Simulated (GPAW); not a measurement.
Input of a GPAW 26.7.0 run:

Contents of run.py:

```python
import numpy as np
from ase.dft.bandgap import bandgap
from ase.io import read, write
from ase.units import GPa
from gpaw import GPAW, PW
from gpaw.spinorbit import soc_eigenstates

atoms = read('GaN.cif')

calc = GPAW(mode=PW(800),
            xc='MGGA_X_TPSS+MGGA_C_TPSS',
            kpts={'size': (10, 10, 10), 'gamma': True},
            occupations={'name': 'fermi-dirac', 'width': 0.05},
            nbands=11,
            convergence={'density': 1e-05, 'energy': 1e-05},
            eigensolver='davidson',
            maxiter=150,
            txt='gpaw.txt')
atoms.calc = calc
energy = atoms.get_potential_energy()
forces = atoms.get_forces()
stress = atoms.get_stress()
calc.write('gs.gpw')
write('result.traj', atoms)
print(f'Energy: {energy:.6f} eV')
print('Forces (eV/A):')
print(forces.round(4))
print('Stress (GPa):', (stress / GPa).round(3))
print('Fermi level:', round(calc.get_fermi_level(), 4), 'eV')
print(f'Gap: {bandgap(calc)[0]:.4f} eV, direct: {bandgap(calc, direct=True)[0]:.4f} eV')

path = atoms.cell.bandpath('GXWKGLUWLK,UX', npoints=60, eps=1e-4)
bs_calc = calc.fixed_density(kpts=path, symmetry='off', nbands=19,
                             convergence={'bands': 'CBM+6.0', 'eigenstates': 1e-6}, txt='bands.txt')
bs = bs_calc.band_structure()
bs.write('bs.json')
print(f'Gap on the path: {bandgap(bs_calc)[0]:.4f} eV')

soc = soc_eigenstates(bs_calc, theta=54.7, phi=45, ignore_xc_potential=True)
np.savetxt('soc_bands.dat', soc.eigenvalues(), fmt='%.4f')
mesh = soc_eigenstates('gs.gpw', theta=54.7, phi=45, ignore_xc_potential=True)
np.savetxt('soc_mesh.dat', mesh.eigenvalues(), fmt='%.4f')
print('Fermi level with spin-orbit coupling:', round(mesh.fermi_level, 4), 'eV')
```

GaN.cif

```cif
data_GaN
_cell_length_a 3.18693112
_cell_length_b 3.18693112
_cell_length_c 3.18693112
_cell_angle_alpha 60.00000000
_cell_angle_beta 60.00000000
_cell_angle_gamma 60.00000000
_space_group_name_H-M_alt 'P1'
_space_group_name_Hall 'P 1'
_space_group_IT_number 1
loop_
_space_group_symop_operation_xyz
'x,y,z'
loop_
_atom_site_label
_atom_site_type_symbol
_atom_site_symmetry_multiplicity
_atom_site_Wyckoff_symbol
_atom_site_fract_x
_atom_site_fract_y
_atom_site_fract_z
_atom_site_occupancy
Ga1 Ga 1 a 0.0000000000 0.0000000000 0.0000000000 1
N1 N 1 a 0.2500000000 0.2500000000 0.2500000000 1
```

Potentials or basis: GPAW PAW data sets (gpaw-data 1.2.1), pw.

Run with:

```bash
$ OMP_NUM_THREADS=1 python run.py
```

Question: Estimate the band gap on the k mesh.

Answer: 1.69 eV, direct.

Question: Predict the pressure.

Answer: 11.7 GPa.

Levels at the corners of the path, in eV from the valence-band top:
| point | band 6 | band 7 | band 8 | band 9 | band 10 | band 11 |
| --- | --- | --- | --- | --- | --- | --- |
| Γ | 0.00 | 0.00 | 0.00 | 1.69 | 1.69 | 10.42 |
| X | -2.71 | -2.66 | -2.66 | 3.28 | 3.28 | 6.86 |
| W | -3.83 | -3.66 | -3.61 | 6.25 | 6.26 | 8.70 |
| K | -4.32 | -2.17 | -2.17 | 5.01 | 5.01 | 8.10 |
| Γ | 0.00 | 0.00 | 0.00 | 1.69 | 1.69 | 10.42 |
| L | -0.98 | -0.94 | -0.94 | 4.77 | 4.77 | 8.81 |
| U | -4.32 | -2.17 | -2.17 | 5.01 | 5.01 | 8.10 |
| W | -3.83 | -3.66 | -3.61 | 6.25 | 6.26 | 8.70 |
| L | -0.98 | -0.94 | -0.94 | 4.77 | 4.77 | 8.81 |
| K | -4.32 | -2.17 | -2.17 | 5.01 | 5.01 | 8.10 |
| U | -4.32 | -2.17 | -2.17 | 5.01 | 5.01 | 8.10 |
| X | -2.71 | -2.66 | -2.66 | 3.28 | 3.28 | 6.86 |

Caveat: spin-orbit coupling was added after a scalar SCF, so levels and gaps hold it while energy, forces, pressure and moments don't; this program's spin-orbit splittings come out too wide for heavy elements; the PAW data sets were made with another functional, which shifts forces and pressure a little.

**The experiment to reproduce.**

From a printed reference work, textbook, for a bulk crystal of GaN at 0 K: band gap 3.299 eV (direct).

A measured gap of GaN is 3.299 eV (direct; 0 K; a printed reference work, textbook); the calculated 1.69 eV misses it by -1.61 eV. The value is that of TPSS, without temperature or zero-point motion. The cell is a database's relaxed one, not the measured one, which moves gaps too.
